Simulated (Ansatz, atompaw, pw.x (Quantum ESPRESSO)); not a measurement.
## Ca (bcc): variants of one PAW (atompaw) potential in the solid

Ca (Z = 20), PAW, made with atompaw 4.2.0.5 (PBE, scalar-relativistic). Core [Ne], reference 3s2 3p6 3d0 4s1.5 4p0.5. Waves: 3s (bound): rc 1.60 bohr; 4s (bound): rc 1.70 bohr; 3p (bound): rc 1.65 bohr; 4p (bound): rc 2.70 bohr; 3d (bound, empty): rc 2.70 bohr; 3d channel at 0.1 Ry: rc 2.70 bohr. Local part: troulliermartins scheme with l = 3 at 0 Ry, radius 2.65 bohr. Core correction: smooth core density matched at 2.50 bohr. Augmentation charge: sinc compensation charge, radius 2.70 bohr; PAW radius 2.70 bohr; waves and projectors: custom rrkj gramschmidtortho.

Crystal test: bcc Ca in pw.x 7.5, no spin, 11³ k-points, Fermi–Dirac smearing 0.01 Ry, cutoffs set for each file from its atomic test. The reference is all-electron LAPW (Ansatz 0.2.0) with the same functional, mesh and smearing; V0 and B0 come from Birch–Murnaghan fits to the pressures at five volumes. Errors are pseudo minus all-electron; Δ is the rms difference of the E(V) curves that follow from these fits, minima aligned, over ±6 % about the mean V0. Mesh and smearing are coarse, so the numbers serve the comparison and aren't converged zero-temperature values; the lattice is a test structure that the element need not adopt.

All-electron: a0 = 4.386 Å (V0 = 42.19 Å³/atom), B0 = 17.2 GPa.

2 further variants are left out: they gave no file fit for a test, a broken result, the same result as the base, or pressures whose basis-set error rivals the error shown.

A dash in a converged row means that the minimum lies outside the volumes sampled.

| change | cutoffs (Ry) | pw.x | a0 (Å) | a0 error (%) | B0 error (%) | Δ (meV/atom) | mean pressure error (GPa) |
| --- | --- | --- | --- | --- | --- | --- | --- |
| base | 60/600 | converged | 4.383 | -0.06 | +0.3 | 0.3 | -0.03 |
| wave 3d channel at 0.1 Ry: rc 2.70 bohr becomes 3d channel at 9.96 Ry: rc 2.70 bohr | 60/600 | converged | – | – | – | – | +1.08 |
| reference 3s2 3p6 3d0 4s2 4p0 | 60/600 | converged | 4.386 | -0.01 | -0.5 | 0.1 | -0.01 |

Question: Give the row for: augmentation sinc compensation charge, radius 2.38 bohr; PAW radius 2.70 bohr; waves and projectors: custom rrkj gramschmidtortho.

Answer: pw.x: converged; mean pressure error (GPa): -0.05; a0 (Å): 4.382; a0 error (%): -0.09; B0 error (%): +0.1; Δ (meV/atom): 0.4.
